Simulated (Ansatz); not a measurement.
Runs of Ansatz 0.2.0 on Ni. The structure is hexagonal, space group P6_3/mmc (No. 194). Conventional cell: a = 2.448 Å, b = 2.448 Å, c = 4.073 Å, α = 90.00°, β = 90.00°, γ = 120.00°. Ni (site symmetry -6m2) is surrounded by 12 Ni at 2.45 to 2.48 Å. This isn't the form of Ni at room conditions, which is fcc.

| task | level | k mesh | cutoff (eV) | atoms under strain | q mesh | points for each segment of the path | gap on the mesh (eV) | moment (μB) | V0 of scaled cells (Å³/atom) | B0 (GPa) |
| --- | --- | --- | --- | --- | --- | --- | --- | --- | --- | --- |
| equation of state | LDA | 12 × 12 × 7 | 420 | - | - | - | - | - | 10.06 | (a) |
| equation of state | r2SCAN | 12 × 12 × 7 | 500 | - | - | - | - | - | 10.54 | 215 |
| elastic constants | PBEsol | 10 × 10 × 6 | 420 | relaxed | - | - | none | 1.35 | - | - |
| phonons | PBEsol | 10 × 10 × 6 | 420 | - | 2 × 2 × 2 | 8 | none | 1.35 | - | - |

Alike in all rows: potentials or basis Ansatz PAW; spin collinear, ferromagnetic start; cell as given; smearing fermi-dirac 0.05 eV.

Fill in the values left out.

(a) 250.

Caveats: the cell was scaled at fixed shape and fractional positions, which overstates the stiffness of a crystal with free parameters, most of all of layers and chains (some runs); the PAW data sets come from PBE, with cores solved anew for the run's functional, which leaves a small shift of forces and pressure (some runs); the magnetic or orbital state may not be the lowest (some runs); the PAW data sets were made with another functional, which shifts forces and pressure a little (some runs); elastic constants of metals need much finer meshes, so these are rough (some runs); some levels weren't fully converged (some runs).

A gap of «none» marks a metal or a gap under the smearing width.
